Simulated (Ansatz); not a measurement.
## Se (diamond): energy against volume

Theory: Ansatz 0.2.0, DFT, PBE, plane waves (420 eV) with PAW, scalar-relativistic.

The cell is scaled uniformly from the relaxed one, with fractional coordinates and shape fixed. Energies are extrapolated to zero smearing, pressures are those at the given smearing. Magnetic state: spin not included.

A Birch-Murnaghan fit gives V₀ = 31.73 Å³/atom, B₀ = 39 GPa, B₀′ = 4.2.

**Question.** What are the energy above the minimum and the pressure at 27.954 Å³/atom?

**Answer.** 67.5 meV/atom and 6.40 GPa as computed.

**Question.** What are the energy above the minimum and the pressure at 29.225 Å³/atom?

**Answer.** 27.5 meV/atom and 3.80 GPa as computed.

**Question.** What are the energy above the minimum and the pressure at 35.578 Å³/atom?

**Answer.** 46.3 meV/atom and -3.47 GPa as computed.
